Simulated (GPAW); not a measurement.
## How the form of the self-energy moves the gap of GaAs (F-43m)

How much does the gap of GaAs (F-43m) depend on the approximation to the self-energy?

Main program and level: GPAW 26.7.0; PBE and many-body steps on it, plane waves.

**What was measured.**

- Gap 1.51 eV: band-edge emission energy from PL (direct gap at Gamma); photoluminescence, 633 nm excitation; 77 K; bulk crystal (MBE GaAs matrix around a thin InAs wetting layer on semi-insulating GaAs (100)) (“Photoluminescence of InAs/GaAs quantum dots under direct two-photon excitation”, 2020, pmc:7331710).

- Gap 1.412 ± 0.01 eV: direct gap E0 at Gamma from ellipsometry; variable-angle spectroscopic ellipsometry, parametric critical-point fit; 300 K; bulk crystal (semi-insulating GaAs(001) reference substrate with native oxide) (“Evidence of valence band perturbations in GaAsN/GaAs(001): A combined variable-angle spectroscopic ellipsometry and modulated photoreflectance investigation”, 2008, arxiv:0805.2212).

- Gap 1.42 eV: fundamental direct gap E0 at Gamma, seen as sharp points in Psi and Delta; spectroscopic ellipsometry; 300 K; bulk crystal (semi-insulating GaAs (100) substrate) (“Ellipsometric study of the Electronic Structure of GaMnAs and LT-GaAs”, 2004, arxiv:cond-mat/0404304).

- Gap 1.418 ± 0.005 eV: direct gap E0 at Gamma from PR; modulated photoreflectance, low-field lineshape fit; 300 K; bulk crystal (semi-insulating GaAs(001) reference substrate) (“Evidence of valence band perturbations in GaAsN/GaAs(001): A combined variable-angle spectroscopic ellipsometry and modulated photoreflectance investigation”, 2008, arxiv:0805.2212).

This is a report of a sequence of runs, with most program output left out.

### 1. Set-up

It takes space group F-43m (No. 216, cubic). Conventional cell: a = 5.654 Å, b = 5.654 Å, c = 5.654 Å, α = 90.00°, β = 90.00°, γ = 90.00°. Nearest to Ga lie 4 As at 2.45 Å. Nearest to As lie 4 Ga at 2.45 Å. Farther neighbours are not listed.

Coordinates:

```cif
data_structure
_symmetry_space_group_name_H-M 'P 1'
_symmetry_Int_Tables_number 1
_cell_length_a 3.9978
_cell_length_b 3.9978
_cell_length_c 3.9978
_cell_angle_alpha 60.000
_cell_angle_beta 60.000
_cell_angle_gamma 60.000
_cell_volume 45.18
loop_
_atom_site_label
_atom_site_type_symbol
_atom_site_fract_x
_atom_site_fract_y
_atom_site_fract_z
_atom_site_occupancy
Ga1 Ga 0.00000 0.00000 0.00000 1
As2 As 0.25000 0.25000 0.25000 1
```

The cell and positions come from the Crystallography Open Database and are kept as given unless a step says otherwise.

### 2. Empty states on the mesh, 4×4×4 mesh, 153 bands

This step: GPAW 26.7.0; DFT, PBE, plane waves, PAW.

The sums over transitions need many empty states on a uniform mesh; this step solves for them.

Contents of run.py:

```python
import json
import numpy as np
from gpaw.mpi import world
from gpaw import GPAW

calc = GPAW('gs.gpw').fixed_density(kpts={'size': (4, 4, 4), 'gamma': True},
    parallel={'domain': 1, 'band': 1},
    txt='nscf.txt')
calc.diagonalize_full_hamiltonian(nbands=153)
calc.write('full.gpw', mode='all')
res = {}
kpts = calc.get_ibz_k_points()
res['kpts'] = kpts
res['eigenvalues'] = [calc.get_eigenvalues(kpt=k) for k in range(len(kpts))]
res['n_electrons'] = calc.get_number_of_electrons()

if world.rank == 0:
    with open('result.json', 'w') as f:
        json.dump(res, f, default=lambda x: x.tolist())
```

On the command line:

```bash
> mpirun -n 4 gpaw python run.py
```

Elapsed: 3.9 s, on 4 MPI ranks of Arm Neoverse V2, shared host; peak memory 0.62 GiB; 15 s of CPU time.

This step gave:

* gap: 0.5868 eV
* k of the valence top: 0, 0, 0
* k of the conduction bottom: 0, 0, 0
* least direct gap: 0.5868 eV
* k points computed: 8
* lowest point of the top converged band, above the valence top: 117.6771 eV

On this mesh the gap is 0.587 eV.

### 3. G0W0, Godby-Needs plasmon pole

Now the one-shot GW correction: screening in the RPA, then the self-energy of the levels asked for.

This step: G0W0 on PBE, plane waves, PAW.

Contents of run.py:

```python
import json
import numpy as np
from gpaw.mpi import world
from gpaw.response.g0w0 import G0W0

gw = G0W0('full.gpw',
    filename='gw',
    kpts=[0],
    bands=(2, 6),
    ecut=125,
    nbands=143,
    integrate_gamma='WS',
    ppa=True)
gw.calculate()
res = {mode: {k: v for k, v in r.items() if k != 'sigma_eskwn'}
       for mode, r in gw.all_results.items()}

if world.rank == 0:
    with open('result.json', 'w') as f:
        json.dump(res, f, default=lambda x: x.tolist())
```

On the command line:

```bash
> mpirun -n 4 gpaw python run.py
```

Wall time 13 s (4 MPI ranks); peak memory 1 GiB.

This step gave:

| Property | Result |
| --- | --- |
| G0W0 gap on the points computed | 1.762 eV |
| least direct G0W0 gap on the computed points | 1.762 eV |
| Z at the valence top | 0.7858 |
| Z at the conduction bottom | 0.7939 |
| starting gap on the mesh | 0.5868 eV |
| k of the valence top | 0, 0, 0 |
| k of the conduction bottom | 0, 0, 0 |

The gap on the mesh goes from 0.59 eV to 1.76 eV, a correction of +1.18 eV.

### 4. G0W0, full frequency, Hilbert transform

run.py: that of step 3 with these lines changed.

```diff
@@ -12,3 +12,5 @@
     integrate_gamma='WS',
-    ppa=True)
+    frequencies={'type': 'nonlinear', 'domega0': 0.1, 'omega2': 15.0},
+    eta=0.1,
+    nblocksmax=True)
 gw.calculate()
```

On the command line:

```bash
> mpirun -n 4 gpaw python run.py
```

Run time: 35 s. Hardware: 4 MPI ranks; peak memory 1.4 GiB; 2.3 min of CPU time.

Numbers from this step:

* G0W0 gap on the points computed: 1.765 eV
* least direct G0W0 gap on the computed points: 1.765 eV
* Z at the valence top: 0.7575
* Z at the conduction bottom: 0.7862
* starting gap on the mesh: 0.5868 eV
* k of the valence top: 0, 0, 0
* k of the conduction bottom: 0, 0, 0

Against G0W0 in GPAW (4×4×4 mesh, 143 bands, screening to 125 eV, Godby-Needs plasmon pole), the gap moves by +0.003 eV.

### 5. G0W0, multipole

run.py: that of step 4 with these lines changed.

```diff
@@ -12,5 +12,3 @@
     integrate_gamma='WS',
-    frequencies={'type': 'nonlinear', 'domega0': 0.1, 'omega2': 15.0},
-    eta=0.1,
-    nblocksmax=True)
+    mpa={'npoles': 4, 'wrange': [0, 40], 'varpi': 20.0, 'eta0': 0.01, 'eta_rest': 1.0, 'alpha': 1})
 gw.calculate()
```

On the command line:

```bash
> mpirun -n 4 gpaw python run.py
```

Run time: 24 s. Hardware: 4 MPI ranks; peak memory 1.1 GiB.

This step gave:

| Quantity | Value |
| --- | --- |
| G0W0 gap on the points computed | 1.750 eV |
| least direct G0W0 gap on the computed points | 1.750 eV |
| starting gap on the mesh | 0.5868 eV |
| k of the valence top | 0, 0, 0 |
| k of the conduction bottom | 0, 0, 0 |

Against G0W0 in GPAW (4×4×4 mesh, 143 bands, screening to 125 eV, Godby-Needs plasmon pole), the gap moves by −0.012 eV.

### 6. Side by side

Times are wall times on 4 MPI ranks of Arm Neoverse V2, shared host, good to a factor of about two.

```tsv
run	mesh	bands	screening cutoff (eV)	DFT gap (eV)	gap on the mesh (eV)	direct (eV)	time
G0W0, Godby-Needs plasmon pole	4×4×4	143	125	0.587	1.762	1.762	13 s
G0W0, full frequency, Hilbert transform	4×4×4	143	125	0.587	1.765	1.765	35 s
G0W0, multipole	4×4×4	143	125	0.587	1.750	1.750	24 s
```

### 7. Results

* G0W0, Godby-Needs plasmon pole: 1.762 eV
* G0W0, full frequency, Hilbert transform: 1.765 eV
* G0W0, multipole: 1.750 eV
* known limits: not at the basis limit; no spin-orbit coupling; coarse k mesh

G0W0, full frequency, Hilbert transform: +0.003 eV against G0W0, Godby-Needs plasmon pole. G0W0, multipole: −0.012 eV against G0W0, Godby-Needs plasmon pole. Against experiment, by G0W0, Godby-Needs plasmon pole: the direct gap of 1.76 eV lies +0.25 eV from the measured 1.51 eV (exciton, 77 K, 2020); the direct gap of 1.76 eV lies +0.35 eV from the measured 1.412 ± 0.01 eV (direct, 300 K, 2008); the direct gap of 1.76 eV lies +0.34 eV from the measured 1.42 eV (direct, 300 K, 2004); the direct gap of 1.76 eV lies +0.34 eV from the measured 1.418 ± 0.005 eV (direct, 300 K, 2008). An exciton line or allowed optical edge lies below the quasiparticle gap by the binding energy; a forbidden edge can push the onset above it. These are gaps on the mesh, at modest bands and cutoff. The calculation has static nuclei and no excitons; a measured gap holds zero-point and thermal motion, which mostly lowers it. Bands and cutoff are finite, so the gap is not at the basis limit. The miss can reach some tenths of an eV and take either sign; the mesh is an error of its own. These stock PAW sets were not made for GW; the filled d or f shell of As and Ga lies in the frozen core, which bears on start and correction. In the G0W0 runs levels were corrected at 1 k point alone, so a gap called «on the mesh» is the least over those, and an edge elsewhere would be missed. The 4×4×4 mesh is coarse for this cell, which bears on the long-range parts of exchange and screening. The many-body steps are scalar-relativistic: spin-orbit coupling is not in them.

[Paths, hosts, dates, memory and timing lines, banners, echoed tables and standing remarks are left out of the program output.]

[Logs are printed without paths, hosts, clocks, repeated set-up lines and the standing remarks that a program may print on its own settings, such as how far it seeks lower states.]

[Runs of the session that timed out or met a known fault of the program may be left out.]

[Hosts, paths, dates, database ids (printed as entryN), source tags and the programs' standing remarks are cut or masked in the printed files.]
